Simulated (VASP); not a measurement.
Os:

```xyz
1
Lattice="-1.5183 1.5183 1.5183 1.5183 -1.5183 1.5183 1.5183 1.5183 -1.5183" Properties=species:S:1:pos:R:3 pbc="T T T"
Os    0.0000    0.0000    0.0000
```

This isn't the form of Os at room conditions, which is hcp.

| Property | Result |
| --- | --- |
| Program | VASP 6.6.1 |
| Task | relaxation of cell and atoms |
| Functional | PBE |
| Dispersion | D3(BJ) |
| Potentials or basis | VASP PAW PBE potentials, release 64 (Os) |
| Cutoff | 600 eV |
| k mesh | 10 × 10 × 10 |
| Occupations | gaussian, width 0.1 eV |
| Spin | no spin polarisation |

At the start: pressure 14.5 GPa; volume 14.00 Å³/atom.

Problem. Where does the relaxation end?

Solution. Over 4 steps the energy falls by 21.7 meV/atom and the volume is 14.50 Å³/atom (+3.6 %); space group Im-3m (No. 229, to 0.05 Å).

The path:
| step | energy change (eV) | largest force (eV/Å) | pressure (GPa) | volume (Å³) |
| --- | --- | --- | --- | --- |
| 1 | 0.0000 | 0.0000 | 14.50 | 14.00 |
| 2 | 0.2853 | 0.0000 | -38.19 | 16.73 |
| 3 | -0.0216 | 0.0000 | -0.89 | 14.53 |
| 4 | -0.0217 | 0.0000 | -0.06 | 14.50 |

Final structure:
```
Os
1.0
    -1.53615    1.53615    1.53615
     1.53615   -1.53615    1.53615
     1.53615    1.53615   -1.53615
Os
1
Direct
  0.00000 0.00000 0.00000
```

Caveat: pairwise dispersion overbinds metals, which lowers pressure and volume.
